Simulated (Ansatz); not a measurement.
Crystal: HgTe.

```
Hg Te
1.0
     2.99252   -3.46693    0.00000
     2.99252    3.46693    0.00000
     0.00000    0.00000    5.79816
Hg Te
2 2
Direct
  0.65695 0.34305 0.25000
  0.34305 0.65695 0.75000
  0.21519 0.78481 0.25000
  0.78481 0.21519 0.75000
```

Measurements of this composition are mostly on another form, of space group No. 216.

Program: Ansatz 0.2.0. Alike in all runs: potentials or basis Ansatz PAW; no spin polarisation; cell as given; smearing fermi-dirac 0.05 eV. Hardware: 2 threads of Arm Neoverse V2, with other jobs on the host.

**Question.** Order these runs on this cell by their wall time, lowest first.
A. task band structure; level r2SCAN; k mesh 6 × 6 × 5; cutoff (eV) 500; points for each segment of the path 14; mesh quality not flagged
B. task projected density of states; level r2SCAN; k mesh 4 × 4 × 3; cutoff (eV) 500; mesh quality coarse
C. task projected density of states; level LDA; k mesh 4 × 4 × 3; cutoff (eV) 420; mesh quality coarse
D. task projected density of states; level r2SCAN0; k mesh 4 × 4 × 3; cutoff (eV) 500; mesh quality coarse

**Answer.** C (5.8 s), B (13 s), A (32 s), D (230 s).

Caveats: some runs use coarse meshes; the density of states is complete only up to the lowest level of the last band computed (some runs).

Not every run made on this cell is shown here.
